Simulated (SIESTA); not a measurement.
Runs of SIESTA 5.4.2 on Pb. The structure is cubic, space group Fd-3m (No. 227). The conventional cell has a = 6.878 Å, b = 6.878 Å, c = 6.878 Å, α = 90.00°, β = 90.00°, γ = 90.00°. Pb (site symmetry -43m) is surrounded by 4 Pb at 2.98 Å. This isn't the form of Pb at room conditions, which is fcc.

```csv
potentials or basis,gap on the mesh (eV),pressure (GPa),relaxed volume (Å³/atom)
"PseudoDojo 0.4 standard (PBE files), TZP (energy shift 0.003 Ry; two zetas on semicore shells)",none,0.1,44.45
"PseudoDojo 0.4 standard (PBE files), TZDP (energy shift 0.003 Ry; two zetas on semicore shells)",none,0.0,(a)
"PseudoDojo 0.4 standard (PBE files), SZ (energy shift 0.003 Ry)",none,0.0,(b)
"PseudoDojo 0.4 standard (PBE files), DZ (energy shift 0.003 Ry; two zetas on semicore shells)",none,0.0,44.09
"PseudoDojo 0.4 standard (PBE files), DZDP (energy shift 0.003 Ry; two zetas on semicore shells)",none,0.0,45.24
```

Alike in all rows: task relaxation of cell and atoms; level PBE; no spin polarisation; cell relaxed; k mesh 5 × 5 × 5; smearing fermi-dirac 0.05 eV; grid cutoff 500 Ry; energy shift 0.003 Ry.

Estimate the missing entries.

(a) 45.05; (b) 46.29.

Caveats: the basis of atomic orbitals isn't converged, which shifts pressures, moduli and gaps; the basis has no polarisation orbitals (some runs).

A k mesh can miss the band edges, and the runs leave out spin-orbit coupling on Pb.

A gap of «none» marks a metal or a gap under the smearing width.
